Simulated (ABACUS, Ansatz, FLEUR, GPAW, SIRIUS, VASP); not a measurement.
One calculation of CaO, 8 ways

```xyz
2
Lattice="0.0000 2.4036 2.4036 2.4036 0.0000 2.4036 2.4036 2.4036 0.0000" Properties=species:S:1:pos:R:3 pbc="T T T"
Ca    0.0000    0.0000    0.0000
O     2.4036    2.4036    2.4036
```

The cell is a database's computed one, not the measured one.

Alike in all runs: task equation of state; functional PBEsol; k mesh 10 × 10 × 10; occupations fermi-dirac, width 0.05 eV; no spin polarisation; no spin-orbit coupling.

```
                                        program and potentials  plane-wave cutoff (eV)                                                 notes  equilibrium volume (Å³/atom)  bulk modulus (GPa)
                                            Ansatz, Ansatz PAW                     420  potentials made for PBE, which Ansatz adapts in part                         13.54               115.4
                                    FLEUR, all-electron, FLAPW                       -                                                     -                         13.54               115.7
                 SIRIUS, all-electron FP-LAPW, apw+lo standard                       -                                                     -                         13.54               115.8
SIRIUS, PseudoDojo 0.4.1 PBEsol standard (scalar relativistic)                    1152                                                     -                         13.51               115.6
             GPAW, PAW data sets generated for this functional                     800                                                     -                         13.64               115.0
                          VASP, PBE PAW files Ca_sv, O, 520 eV                     520                               potentials made for PBE                         13.64               115.0
                Ansatz, all-electron LAPW, scalar-relativistic                       -                                                     -                         13.54               115.4
   ABACUS, PseudoDojo NC SR 0.4.1 PBEsol standard, plane waves                    1143                                                     -                         13.51               115.6
```

The equilibrium volume spans 13.51 (ABACUS, PseudoDojo NC SR 0.4.1 PBEsol standard, plane waves) to 13.64 Å³/atom (VASP, PBE PAW files Ca_sv, O, 520 eV), with all-electron results at 13.54. The bulk modulus spans 115.0 (GPAW, PAW data sets generated for this functional) to 115.8 GPa (SIRIUS, all-electron FP-LAPW, apw+lo standard), with all-electron results at 115.4 to 115.8.

Differences between rows come from potentials, basis sets and numerical settings, since the functional is the same but for its coding. Runs on potential files found faulty are left out.
